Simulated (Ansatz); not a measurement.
**O (C2/m) on spinors, without spin–orbit coupling**

Geometry: a structure from the Materials Project, repeated to hold the magnetic orders; nothing is relaxed.

Functional, mesh and filling: PBE, 8×7×5 k mesh, Fermi–Dirac smearing of 0.05 eV. PAW means Ansatz 0.2.0 on its default frozen-core files. Site moments are integrated in spheres about the atoms.

The reference run was typed so:

```yaml
crystal:
  lattice:
    - [2.8514028533, -1.66241594, 0.0]
    - [0.4569114499, -1.66241594, 3.6470501824]
    - [-2.8514028533, -4.98724782, 0.0]
  atoms:
    - { symbol: O, position: [0.882606725, 0.15557402, 0.987273085], spin: 0.6, spin_axis: [0.0, 0.0, 1.0] }
    - { symbol: O, position: [0.382606725, 0.15557402, 0.487273085], spin: 0.6, spin_axis: [0.0, 0.0, 1.0] }
    - { symbol: O, position: [0.617393275, 0.84442598, 0.512726915], spin: 0.6, spin_axis: [0.0, 0.0, 1.0] }
    - { symbol: O, position: [0.117393275, 0.84442598, 0.012726915], spin: 0.6, spin_axis: [0.0, 0.0, 1.0] }
magnetization:
  noncollinear: true
kpoints:
  mp_grid: { grid: [8, 7, 5] }
scf:
  occupations: { method: fermi_dirac, width: 0.05 }
  lower_state_search: "off"
hamiltonian:
  xc: pbe
  pseudopotentials: { kind: paw }
output:
  eigenvalues: false
```

Command: `ansatz run input.yaml --threads 2 --pin off --max-ram 6144MiB --backend cpu --events-out ev --progress --plain --runs-dir out`

The input for «O3 and O4 tilted by 30° from z and held» by PAW differs from it in these lines, output keys apart:

```diff
-    - { symbol: O, position: [0.617393275, 0.84442598, 0.512726915], spin: 0.6, spin_axis: [0.0, 0.0, 1.0] }
-    - { symbol: O, position: [0.117393275, 0.84442598, 0.012726915], spin: 0.6, spin_axis: [0.0, 0.0, 1.0] }
+    - { symbol: O, position: [0.617393275, 0.84442598, 0.512726915], spin: 0.6, spin_axis: [0.5, 0.0, 0.8660254] }
+    - { symbol: O, position: [0.117393275, 0.84442598, 0.012726915], spin: 0.6, spin_axis: [0.5, 0.0, 0.8660254] }
+  spin_locking: { lock_directions: true }
+  max_iter: 150
```

The runs use spinors without spin–orbit coupling. In the held states a penalty keeps the direction of every atom that starts with a moment, the untilted ones along z, with sizes free, and the energy is taken at the target. Energies count from the run that starts parallel.

```
                                  state  ΔF PAW (meV/atom)  largest moment, PAW (μB)  size of M, PAW (μB/cell)  directions kept
            parallel moments on spinors                0.0                      0.56                      4.00              yes
O3 and O4 tilted by 30° from z and held              +60.3                      0.56                      3.96              yes
O3 and O4 tilted by 60° from z and held             +249.1                      0.57                      3.82              yes
       start O1↑ O2↑ O3↓ O4↓ on spinors             +389.9                      0.00                      0.00               no
```

For the state «start O1↑ O2↑ O3↓ O4↓ on spinors», by PAW: The moments died out: the run ends unmagnetised.

The Ansatz runs typed with the search for lower states off end where their start leads. None of this fixes the real material's magnetic order: only patterns that fit the cell were computed, at zero temperature, with a functional that can overstate moments. Left out because they lost a held moment or its direction: PAW, O3 and O4 tilted by 90° from z and held; PAW, O3 and O4 tilted by 120° from z and held; PAW, O3 and O4 tilted by 150° from z and held.
